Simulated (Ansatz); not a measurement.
# Si (P6/mmm) in Ansatz: settings compared, part 2 of 2

Ansatz 0.2.0.

### 4 Band structure, r2SCAN

Input file input.yaml:

```yaml
crystal:
  lattice:
    - [4.12095, 0.0, 0.0]
    - [-2.06047, 3.56885, 0.0]
    - [0.0, 0.0, 2.65479]
  atoms:
    - { symbol: Si, position: [0.33333, 0.66667, 0.5] }
    - { symbol: Si, position: [0.66667, 0.33333, 0.5] }
hamiltonian:
  xc: r2scan
  pseudopotentials: { kind: paw }
kpoints:
  mp_grid: { grid: [8, 8, 10] }
  band_path:
    path:
      - [[0.0, 0.0, 0.0], [0.5, 0.0, 0.0], [0.3333333333, 0.3333333333, 0.0], [0.0, 0.0, 0.0], [0.0, 0.0, 0.5], [0.5, 0.0, 0.5], [0.3333333333, 0.3333333333, 0.5], [0.0, 0.0, 0.5]]
      - [[0.5, 0.0, 0.5], [0.5, 0.0, 0.0]]
      - [[0.3333333333, 0.3333333333, 0.0], [0.3333333333, 0.3333333333, 0.5]]
    npoints: 14
scf:
  occupations: { method: fermi_dirac, width: 0.05 }
  n_extra_bands: 6
output:
  forces: true
  stress: true
  eigenvalues: true
  fatbands: false
```

Potentials or basis: Ansatz PAW.

Command:

```bash
$ ansatz run input.yaml --threads 2 --pin off --max-ram 5632MiB --backend cpu --events-out ev --progress --plain --runs-dir out
```

Log:

```text
Warning: the atoms were moved onto the symmetric positions of the space group found under crystal.symmetry.tolerance 1.0e-5 (fractional; no operation is sought that the atoms, as they stand in a round, miss by more than twice it, and no atom is moved by as much as it), and the run uses the moved positions. Before a round's move an operation carried an atom to 4.12e-5 Å from where it should land, the largest such distance. Atom 0 (counting from 0) moved farthest, by 2.38e-5 Å; the longest move in fractions of the cell, of whichever atom, is 0.47 of the tolerance, in 1 round. To run the atoms as typed, lower crystal.symmetry.tolerance until the operations that they miss are no longer found, or set crystal.symmetry.detect: false (a key that needs symmetry detection or time reversal refuses this as the deck is read). The positions used, in the order of the run's atom list: position: [0.3333333333333333, 0.6666666666666666, 0.5]; position: [0.6666666666666666, 0.3333333333333333, 0.5]; The lattice was moved too: crystal.lattice keeps the space group found at crystal.symmetry.tolerance 1.0e-5 only nearly: the operation that it misses by the most changes a squared length by the fraction 2.80e-6. The run uses the lattice that is a stretch of the typed one, with no rotation, onto the one that keeps every operation to a double's rounding (on a very oblique basis the stretch itself rounds by more); the deck's lattice vector that moved farthest moved by 3.26e-6 Å. To run the lattice as typed, set crystal.symmetry.tolerance under 1.33e-7, the least fraction by which an operation that the lattice misses changes a squared length (the same key also sets how far an atom may lie from its image, so lowering it can lose operations that the atoms keep only within it), or set crystal.symmetry.detect: false, as for the atoms. crystal.lattice made exact, in Å and degrees: [[4.120951508198683, -2.8867513457604425e-6, 0.0], [-2.0604732540993416, 3.5688501372395285, 0.0], [0.0, 0.0, 2.65479]]. Pasted over the deck's crystal.lattice, beside positions in fractional coordinates, it runs the same cell (given as lengths and angles, that cell in the form's own orientation, a rigid turn of the misfit's size from the one run here, for which a checkpoint.post_process_only pass over this run's state can be refused: where this run relaxes nothing, give such a pass this deck's own crystal.lattice, as typed; behind a relaxation, as crystal.lattice, the state's own cell, identity.cell in its checkpoint.json), and a matrix so pasted ends this notice, except on a very skew basis of the lattice, where the rounding of the pasted numbers themselves can read as a misfit: the cell is then moved again, and that move is told again. The lattice as run is in this notice's lattice.as_run_ang field (Run.prep()["deck_notices"] in Python, the deck_notice line of an events file, deck_notices of ansatz run --dry-run=json, or deck_notices in record.json in the deck's checkpoint.write directory).
Warning: RAYON_NUM_THREADS=2 ignored (pool sized by the plan → 2); use --threads N
scf.n_extra_bands = 6 over 4 filled bands (N_el = 8.0): the run solves 10 bands
Engine: ansatz 0.2.0, aarch64-unknown-linux-gnu
Pseudopotentials: kind: paw
Pseudopotential: Si, paw, valence charge 4, recommended cutoff 500 eV (meta_gga), Si.paw.azcp
Functional definition: r2SCAN
  parameter k0 = 0.174
  parameter k1 = 0.065
  parameter a1 = 4.9479
  exchange = r2scan_x(k0 = k0, k1 = k1, a1 = a1)
  correlation = r2scan_c
Crystal: 2 atoms, lattice volume = 39.044 Å³
Basis set: ecut = 500 eV, 987 PW (Γ), exchange–correlation on 128×128×80 points (64 copies of the dense FFT grid, shifted against one another)
Bands: 10, of which v1, the nominal top of the filled ones, is band 4 counted from 1 (3 counted from 0)
Symmetry: 24 space group operations
Space group: P6/mmm (ITA 191), of the structure as read, at distance tolerance 3.4e-5 Å
k-points: 60 of 640
Non-local potential: Si, projectors of the file, l = 0: 2, l = 1: 2, l = 2: 2
PAW form: soft (Blöchl's): semilocal exchange-correlation on the pseudo side does not see the compensation charge
PAW frozen core: Si, regenerated for the run's functional (the file was generated under x = pbe(κ = 0.804, μ = 0.2195149727645171), c = pbe(β = 0.06672455060314922))
PAW one-centre angular grid: Si, 302 points (default); XC on 160 Gauss nodes
Initial density: superposition of atomic densities (neutral atoms: chi_scale 0, normalization atom), corrected by the library's trained network
Initial wavefunctions: pseudopotential atomic-orbital guess
Functional: x = r2scan, c = r2scan; τ floored in thin density (d = 2e-4 eV/Å³)
[... 14 lines left out ...]
Internal energy: -1277.185576 eV  (E = F + TS)
E sigma→0 (E₀):  -1277.188526 eV
Entropy (-TS):   -0.005900 eV (-2.950 meV/atom)
Fermi energy:    6.630470 eV
--- Per-component energies (eV) ---
  E_band       = 9.554015
  E_kinetic    = 79.837196
  E_local      = -48.100853  (includes V_loc(G=0)·N_el)
  E_nonlocal   = 49.681852
  E_hartree    = 13.881841
  E_xc         = -102.623837
  E_vxc        = -99.283092  (∫ρ·V_xc dr)
  E_paw        = -1038.439087  (= ΣΔE_a)
  E_vpaw       = -4.421165  (= ΣTr[D̂ρ^β])
  E_aug_tail   = 0.000010  (compensation charges beyond the density's cutoff)
  E_vtau       = 4.076340  (kinetic-family band-sum trace: ∫τ·v_τ [+ j·A + Jᵃ·Aᵃ] dr)
  E_ewald      = -231.269833
  E_core_change = -0.152866  (= ΣΔE_core)
  E_smearing   = -0.005900  (= −TS)
  E_closure    = 0.000000  (closes the sum)
  Σ components = -1277.191476   (vs F -1277.191476, Δ=0.00e0)
--- Forces (eV/Å), atoms counted from 1 ---
  atom   1  Si     0.00000000     0.00000000     0.00000000
  atom   2  Si    -0.00000000    -0.00000000     0.00000000
  max |Σ_I F_I| component: 9.25e-18 eV/Å
--- Stress (GPa, compression-positive) ---
       -1.217333      -0.000000       0.000000
       -0.000000      -1.217333       0.000000
        0.000000       0.000000      -0.741007
  P = ⅓ Tr σ = -1.0586 GPa (-10.586 kbar)
--- Band table (eV; the first three rows and the last of 60) ---
  k-point 0: bands = ["-6.4204", "3.4851", "3.4851", "3.8317", "7.9205", "7.9205", "12.4848", "13.3689", "15.9388", "20.5681"]
  k-point 1: bands = ["-6.2104", "3.6624", "3.6624", "4.0383", "8.1091", "8.1091", "10.3012", "13.3783", "18.5651", "19.0453"]
  k-point 2: bands = ["-5.5853", "4.1806", "4.1806", "4.6511", "7.1217", "8.6631", "8.6631", "14.0088", "16.4340", "17.9265"]
  k-point 59: bands = ["0.2335", "1.0360", "2.5489", "3.3302", "4.1235", "9.0407", "12.5260", "14.9549", "14.9645", "15.5524"]
```

bands.tsv:

```text
# k_distance	band_0	band_1	band_2	band_3	band_4	band_5	band_6	band_7	band_8	band_9
# fermi_ev = 6.630470
# lock_threshold_ev = 1e-6
# [0, 0, 0] at k_distance = 0.000000
# [0.5, 0, 0] at k_distance = 0.880282
[... 140 lines left out ...]
7.937421	-8.055878	-8.055878	-4.040567	-0.511888	-0.511888	4.793775	5.815358	5.815358	6.278964	12.989784
8.021947	-7.588308	-7.588308	-3.665705	-1.370468	-1.370468	4.064329	6.201975	6.201975	6.508315	12.219673
8.106474	-7.093792	-7.093792	-3.297373	-2.176734	-2.176734	3.366602	6.620697	6.620697	6.804649	11.490045
8.191000	-6.598886	-6.598886	-2.970052	-2.897646	-2.897646	2.792307	7.036176	7.036176	7.079194	10.848558
8.275526	-6.173504	-6.173504	-3.459782	-3.459782	-2.734592	2.405884	7.275945	7.378444	7.378444	10.369551
8.360052	-5.984633	-5.984633	-3.694417	-3.694417	-2.647181	2.267796	7.348193	7.521478	7.521478	10.180775
```

Run time: 3.5 s. Hardware: 2 threads of Arm Neoverse V1, shared host; peak memory 0.38 GiB.

What came out:

| Item | Value |
| --- | --- |
| Free energy | -1277.1915 eV |
| Pressure | -1.1 GPa |
| Band gap on the k mesh | none (metal or under the smearing width) |

Levels at the corners of the path, in eV from the Fermi level:
| point | band 1 | band 2 | band 3 | band 4 | band 5 | band 6 | band 7 | band 8 | band 9 |
| --- | --- | --- | --- | --- | --- | --- | --- | --- | --- |
| Γ | -13.05 | -3.15 | -3.15 | -2.80 | 1.29 | 1.29 | 5.85 | 6.74 | 9.31 |
| M | -11.12 | -9.33 | -4.38 | -1.33 | 6.49 | 7.39 | 7.56 | 8.28 | 8.54 |
| K | -10.15 | -10.15 | -5.89 | 3.17 | 3.17 | 4.19 | 9.10 | 9.10 | 10.67 |
| Γ | -13.05 | -3.15 | -3.15 | -2.80 | 1.29 | 1.29 | 5.85 | 6.74 | 9.31 |
| A | -8.89 | -6.31 | -0.28 | -0.28 | 1.23 | 3.68 | 4.46 | 4.46 | 5.55 |
| L | -6.93 | -5.28 | -4.58 | -2.82 | -1.38 | 3.11 | 4.09 | 5.39 | 10.51 |
| H | -5.98 | -5.98 | -3.69 | -3.69 | -2.65 | 2.27 | 7.35 | 7.52 | 7.52 |
| A | -8.89 | -6.31 | -0.28 | -0.28 | 1.23 | 3.68 | 4.46 | 4.46 | 5.55 |
| L | -6.93 | -5.28 | -4.58 | -2.82 | -1.38 | 3.11 | 4.09 | 5.39 | 10.51 |
| M | -11.12 | -9.33 | -4.38 | -1.33 | 6.49 | 7.39 | 7.56 | 8.28 | 8.54 |
| K | -10.15 | -10.15 | -5.89 | 3.17 | 3.17 | 4.19 | 9.10 | 9.10 | 10.67 |
| H | -5.98 | -5.98 | -3.69 | -3.69 | -2.65 | 2.27 | 7.35 | 7.52 | 7.52 |

Caveat: the PAW data sets come from PBE, with cores solved anew for the run's functional, which leaves a small shift of forces and pressure.

### 5 The runs side by side

| level | cutoff (eV) | gap on the mesh (eV) | pressure (GPa) |
| --- | --- | --- | --- |
| revPBE | 420 | none | 1.1 |
| BLYP | 420 | none | 4.1 |
| r2SCAN | 500 | none | -1.1 |

Alike in all rows: task band structure; potentials or basis Ansatz PAW; no spin polarisation; cell as given; k mesh 8 × 8 × 10; smearing fermi-dirac 0.05 eV.

Every run on the cell as given and a fine mesh finds a metal. The pressure there spans -1.1 GPa (r2SCAN) to 4.1 GPa (BLYP); a positive pressure means that this level wants a larger cell, a negative one a smaller.

Caveats: the PAW data sets come from PBE, with cores solved anew for the run's functional, which leaves a small shift of forces and pressure.

Total energies depend on the potentials used, so only differences within one code and one set of settings carry meaning.
